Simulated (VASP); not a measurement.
# TaN (P6_3/mmc) in VASP: a series of runs, part 2 of 2

VASP 6.6.1. The steps go on from the part before.

## 4. Single point, LDA+U, collinear spin, ferromagnetic start

Input file INCAR:

```
SYSTEM = TaN
PREC = Accurate
ENCUT = 520
EDIFF = 1E-6
ISMEAR = 0
SIGMA = 0.05
LREAL = .FALSE.
LASPH = .TRUE.
NELM = 100
ALGO = Normal
ISIF = 2
LWAVE = .FALSE.
LCHARG = .FALSE.
ISPIN = 2
MAGMOM = 0.5 0.5 0 0
LORBIT = 11
NUPDOWN = 4
LMAXMIX = 4
LDAU = .TRUE.
LDAUTYPE = 2
LDAUL = 2 -1
LDAUU = 6 0
LDAUJ = 0 0
LDAUPRINT = 1
GGA = CA
```

Input file KPOINTS:

```
Automatic mesh
0
G
  7 7 4
  0 0 0
```

Input file POSCAR:

```
TaN
1.0
    3.0480018400      0.0000000000      0.0000000000
   -1.5240009200      2.6396470300      0.0000000000
    0.0000000000      0.0000000000      4.9179997800
Ta N
2 2
Direct
    0.0000000000      0.0000000000      0.0000000000
    0.0000000000      0.0000000000      0.5000000000
    0.3333333333      0.6666666667      0.2500000000
    0.6666666667      0.3333333333      0.7500000000
```

Potentials or basis: VASP PAW LDA potentials, release 64 (Ta_pv, N).

Run with:

```bash
$ cat potpaw_LDA.64/Ta_pv/POTCAR potpaw_LDA.64/N/POTCAR > POTCAR
$ mpirun -np 1 vasp_std > vasp.out
```

OUTCAR:

```text
SYSTEM = TaN
   PREC = Accurate
   ENCUT = 520
   EDIFF = 1E-6
   ISMEAR = 0
   LREAL = .FALSE.
   LASPH = .TRUE.
   NELM = 100
   ISIF = 2
   ISPIN = 2
   LORBIT = 11
   NUPDOWN = 4
   GGA = CA

 ion  position               nearest neighbor table
   1  0.000  0.000  0.000-   3 2.15   4 2.15   4 2.15   3 2.15   4 2.15   3 2.15   2 2.46   2 2.46

   2  0.000  0.000  0.500-   3 2.15   4 2.15   4 2.15   3 2.15   4 2.15   3 2.15   1 2.46   1 2.46

   3  0.333  0.667  0.250-   1 2.15   2 2.15   1 2.15   2 2.15   1 2.15   2 2.15
   4  0.667  0.333  0.750-   1 2.15   2 2.15   1 2.15   2 2.15   1 2.15   2 2.15

  LATTYP: Found a hexagonal cell.
 ALAT       =     3.0480018400
 C/A-ratio  =     1.6135160142

  Lattice vectors:

 A1 = (   3.0480018400,   0.0000000000,   0.0000000000)
 A2 = (  -1.5240009200,   2.6396470300,   0.0000000000)
 A3 = (   0.0000000000,   0.0000000000,   4.9179997800)

Analysis of symmetry for initial positions (statically):
=====================================================================
 Subroutine PRICEL returns:
 Original cell was already a primitive cell.

 Routine SETGRP: Setting up the symmetry group for a
 hexagonal supercell.

 Subroutine GETGRP returns: Found 24 space group operations
 (whereof 12 operations were pure point group operations)
 out of a pool of 24 trial point group operations.

The static configuration has the point symmetry D_3d.
 The point group associated with its full space group is D_6h.

Analysis of symmetry for dynamics (positions and initial velocities):
=====================================================================
 Subroutine PRICEL returns:
 Original cell was already a primitive cell.

 Routine SETGRP: Setting up the symmetry group for a
 hexagonal supercell.

 Subroutine GETGRP returns: Found 24 space group operations
 (whereof 12 operations were pure point group operations)
 out of a pool of 24 trial point group operations.

The dynamic configuration has the point symmetry D_3d.
 The point group associated with its full space group is D_6h.

Analysis of structural, dynamic, and magnetic symmetry:
=====================================================================
 Subroutine PRICEL returns:
 Original cell was already a primitive cell.

 Routine SETGRP: Setting up the symmetry group for a
 hexagonal supercell.

 Subroutine GETGRP returns: Found 24 space group operations
 (whereof 12 operations were pure point group operations)
 out of a pool of 24 trial point group operations.

The overall configuration has the point symmetry D_3d.
 The point group associated with its full space group is D_6h.

 Subroutine INISYM returns: Found 24 space group operations
 (whereof 12 operations are pure point group operations),
 and found     1 'primitive' translations

[... 183 lines left out ...]
  0.0000 -0.1380  0.0000 -0.0000  0.3959

spin component  2

  0.1099  0.0000 -0.0000  0.0650  0.0000
  0.0000  0.1538  0.0000 -0.0000  0.0650
 -0.0000  0.0000  0.0701 -0.0000  0.0000
  0.0650 -0.0000 -0.0000  0.1538 -0.0000
  0.0000  0.0650  0.0000 -0.0000  0.1099

 occupancies and eigenvectors

  o =  0.0633  v =  0.0000  0.0000  0.0000  0.0000  0.0000 -0.8124 -0.0000 -0.0000  0.5831  0.0000      0.0000  0.0000  0.0000  0.0000  0.0000  0.0000  0.0000  0.0000  0.0000  0.0000
  o =  0.0633  v =  0.0000  0.0000  0.0000  0.0000  0.0000 -0.0000  0.5831  0.0000  0.0000 -0.8124      0.0000  0.0000  0.0000  0.0000  0.0000  0.0000  0.0000  0.0000  0.0000  0.0000
  o =  0.0701  v =  0.0000  0.0000  0.0000  0.0000  0.0000 -0.0000 -0.0000  1.0000  0.0000  0.0000      0.0000  0.0000  0.0000  0.0000  0.0000  0.0000  0.0000  0.0000  0.0000  0.0000
  o =  0.2004  v =  0.0000  0.0000  0.0000  0.0000  0.0000 -0.5831  0.0000  0.0000 -0.8124  0.0000      0.0000  0.0000  0.0000  0.0000  0.0000  0.0000  0.0000  0.0000  0.0000  0.0000
  o =  0.2004  v =  0.0000  0.0000  0.0000  0.0000  0.0000  0.0000  0.8124  0.0000  0.0000  0.5831      0.0000  0.0000  0.0000  0.0000  0.0000  0.0000  0.0000  0.0000  0.0000  0.0000
  o =  0.2460  v = -0.6774  0.0000  0.0000 -0.7356  0.0000  0.0000  0.0000  0.0000  0.0000  0.0000      0.0000  0.0000  0.0000  0.0000  0.0000  0.0000  0.0000  0.0000  0.0000  0.0000
  o =  0.2460  v =  0.0000 -0.7356  0.0000 -0.0000 -0.6774  0.0000  0.0000  0.0000  0.0000  0.0000      0.0000  0.0000  0.0000  0.0000  0.0000  0.0000  0.0000  0.0000  0.0000  0.0000
  o =  0.5230  v = -0.7356  0.0000 -0.0000  0.6774 -0.0000  0.0000  0.0000  0.0000  0.0000  0.0000      0.0000  0.0000  0.0000  0.0000  0.0000  0.0000  0.0000  0.0000  0.0000  0.0000
  o =  0.5230  v =  0.0000  0.6774  0.0000 -0.0000 -0.7356  0.0000  0.0000  0.0000  0.0000  0.0000      0.0000  0.0000  0.0000  0.0000  0.0000  0.0000  0.0000  0.0000  0.0000  0.0000
  o =  0.5294  v =  0.0000 -0.0000  1.0000 -0.0000  0.0000  0.0000  0.0000  0.0000  0.0000  0.0000      0.0000  0.0000  0.0000  0.0000  0.0000  0.0000  0.0000  0.0000  0.0000  0.0000

 number of electron      32.0000002 magnetization       3.9999983

 Free energy of the ion-electron system (eV)
  ---------------------------------------------------
  ext. energy  EPLUGINS =         0.00000000
  ---------------------------------------------------
  free energy    TOTEN  =       -31.74209999 eV

  energy without entropy =      -31.74037459  energy(sigma->0) =      -31.74123729

 E-fermi :   6.9547     XC(G=0): -13.9242

 val. band max:       11.3248462527   @ k =   0.2857  -0.0000   0.2500
 cond. band min:       7.0625871425   @ k =   0.4286   0.0000   0.0000
 fundamental gap:     -4.2622591102
 Fermi energy:        11.3278904004

 spin component 1

 k-point     1 :       0.0000    0.0000    0.0000
  band No.  band energies     occupation
      1     -28.0540      1.00000
      2     -25.8268      1.00000
      3     -25.8268      1.00000
      4     -25.4372      1.00000
      5     -25.4372      1.00000
      6     -24.9180      1.00000
[... 565 lines left out ...]
     20      12.2369      0.00000
     21      15.6087      0.00000
 Fermi energy:         6.9547085072

 spin component 2

 k-point     1 :       0.0000    0.0000    0.0000
  band No.  band energies     occupation
      1     -27.1361      1.00000
      2     -25.0469      1.00000
      3     -25.0469      1.00000
      4     -24.6655      1.00000
      5     -24.6655      1.00000
      6     -24.1075      1.00000
[... 565 lines left out ...]
     20      14.7342      0.00000
     21      16.6145      0.00000

------------------------ aborting loop because EDIFF is reached ----------------------------------------

  FORCE on cell =-STRESS in cart. coord.  units (eV):
  Direction    XX          YY          ZZ          XY          YZ          ZX
  --------------------------------------------------------------------------------------
  -------------------------------------------------------------------------------------
  Total       13.6950047     13.6950047     37.8562640      0.0000000      0.0000000      0.0000000
  in kB      554.5276174    554.5276199   1532.8467849      0.0000000      0.0000000      0.0000000
  external PRESSURE =     880.6340074 kB  Pullay stress =       0.0000000 kB

 VOLUME and BASIS-vectors are now :
 -----------------------------------------------------------------------------
  energy-cutoff  :      520.00
  volume of cell :       39.57
      direct lattice vectors                 reciprocal lattice vectors
     3.048001840  0.000000000  0.000000000     0.328083791  0.189419265  0.000000000
    -1.524000920  2.639647030  0.000000000     0.000000000  0.378838530  0.000000000
     0.000000000  0.000000000  4.917999780     0.000000000  0.000000000  0.203334698

 POSITION                                       TOTAL-FORCE (eV/Angst)
 -----------------------------------------------------------------------------------
      0.00000      0.00000      0.00000         0.000000      0.000000      0.000000
      0.00000      0.00000      2.45900         0.000000      0.000000      0.000000
     -0.00000      1.75976      1.22950        -0.000000     -0.000000      0.000000
      1.52400      0.87988      3.68850         0.000000      0.000000      0.000000
 -----------------------------------------------------------------------------------
    total drift:                               -0.000000      0.000000      0.000000

  FREE ENERGIE OF THE ION-ELECTRON SYSTEM (eV)
  ---------------------------------------------------
  free  energy   TOTEN  =       -31.7420999884 eV

  energy  without entropy=      -31.7403745925  energy(sigma->0) =      -31.74123729

 total charge

# of ion       s       p       d       tot
------------------------------------------
    1        0.343   6.312   2.611   9.266
    2        0.343   6.312   2.611   9.266
    3        1.223   2.629   0.000   3.852
    4        1.223   2.629   0.000   3.852
--------------------------------------------------
tot          3.132  17.880   5.223  26.235

 magnetization (x)

# of ion       s       p       d       tot
------------------------------------------
    1        0.023   0.036   1.451   1.509
    2        0.023   0.036   1.451   1.509
    3       -0.001   0.100   0.000   0.099
    4       -0.001   0.100   0.000   0.099
--------------------------------------------------
tot          0.043   0.271   2.901   3.215
```

Run time: 20 s. Hardware: 1 thread of Intel Xeon Platinum 8488C (Sapphire Rapids), shared host; peak memory 0.16 GiB.

What came out:

| Item | Value |
| --- | --- |
| Free energy | -31.7421 eV |
| Pressure | 88.1 GPa |
| Net moment | 4.00 μB per cell |
| Site moments | Ta +1.51; N +0.10 μB |
| Valence electrons inside the program's atomic spheres | Ta 9.27; N 3.85 |

Eigenvalues of the final occupation matrices:
```
    site  spin  trace               eigenvalues
site 1 d     1   2.07  0.25 0.25 0.52 0.52 0.53
site 1 d     2   0.60  0.06 0.06 0.07 0.20 0.20
site 2 d     1   2.07  0.25 0.25 0.52 0.52 0.53
site 2 d     2   0.60  0.06 0.06 0.07 0.20 0.20
```

Caveat: the moment is held away from its start; a pressure of tens of GPa on the cell as given is suspect, and the run, the potentials or the cell itself is likely at fault; the total moment is fixed, so each spin has its own Fermi level. Spin-orbit coupling is left out, which matters for the levels of Ta.

## 5. Overview

```csv
spin,fixed moment (μB),gap on the mesh (eV),pressure (GPa),moment (μB)
"collinear, zero start",-,none,65.8,0.00
"collinear, random start",-,none,65.8,0.00
"collinear, ferromagnetic start",4,-,88.1,4.00
```

Alike in all rows: task single point; level LDA+U; potentials or basis VASP PAW LDA potentials, release 64 (Ta_pv, N); Ta d U = 6 eV; cell as given; k mesh 7 × 7 × 4; cutoff (eV) 520; smearing gaussian 0.05 eV.

Caveats: a pressure of tens of GPa on the cell as given is suspect, and the run, the potentials or the cell itself is likely at fault; the moment is held away from its start (some runs); the total moment is fixed, so each spin has its own Fermi level (some runs).

Absolute energies hang on the potentials; compare differences alone.
